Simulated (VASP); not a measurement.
Here is a VASP 6.6.1 calculation.

The input INCAR:

```
PREC = Accurate
ENCUT = 520
EDIFF = 1E-7
ISMEAR = 0
SIGMA = 0.05
LREAL = F
LASPH = T
NELM = 100
ALGO = Fast
ISIF = 2
LWAVE = F
LCHARG = F
GGA = PE
NBANDS = 28
```

File KPOINTS:

```
Automatic mesh
0
Gamma
  6 6 6
```

The input POSCAR:

```
PbSe
1.0
    0.0000000000     12.0007990000      3.1254420000
    3.1181510000      0.0000000000      3.1254420000
    3.1181510000     12.0007990000      0.0000000000
Pb Se
2 2
Direct
    0.1427367882      0.7572737882      0.2427262118
    0.7572737882      0.1427367882      0.8572632118
    0.6744230000      0.2955810000      0.7044190000
    0.2955810000      0.6744230000      0.3255770000
```

Potentials or basis: VASP PAW PBE potentials, release 64 (Pb_d, Se).

Run with:

```bash
$ cat potpaw_PBE.64/Pb_d/POTCAR potpaw_PBE.64/Se/POTCAR > POTCAR
$ mpirun -np 1 vasp_std > vasp.out
```

(1) Predict the largest force.

(2) Estimate the band gap on the k mesh.

## Answers

(1) 0.156 eV/Å.

(2) 1.76 eV, direct.

Caveat: spin-orbit coupling is left out, which as a rule narrows the gap of such compounds by several tenths of an eV.
